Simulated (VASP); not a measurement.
The system is CuO.

```
Cu O
1.0
     2.55255    0.00000    0.00000
     0.00000    2.55255    0.00000
     0.00000    0.00000    2.55255
Cu O
1 1
Direct
  0.00000 0.00000 0.00000
  0.50000 0.50000 0.50000
```

Measurements of this composition are mostly on another form, of space group No. 15.

Base run:

```yaml
Program: VASP 6.6.1
Functional: r2SCAN
Potentials_or_basis: VASP PAW PBE potentials, release 64 (Cu, O)
Cutoff: 520 eV
k_mesh: 7 × 7 × 7
Occupations: gaussian, width 0.05 eV
Spin: collinear spin, random start
Starting_moments: "[0.33, 0.0] μB"
Hubbard_terms: Cu d U = 7 eV
```

Its results: band gap on the k mesh none (metal or under the smearing width); pressure 7.8 GPa; net moment 1.00 μB per cell.

The run is repeated on the same cell with these changes: hubbard terms from Cu d U = 7 eV to Cu d U = 4 eV; moments at the start from [0.33, 0.0] to [0.01, 0.0]. What comes out?

Band gap on the k mesh none (metal or under the smearing width); pressure 8.1 GPa; net moment 0.00 μB per cell.

Caveats: the PAW data sets were made with another functional, which shifts forces and pressure a little; a cell with one magnetic atom can't hold antiferromagnetic order, which such compounds often take (some runs).

Not every run made on this cell is shown here.
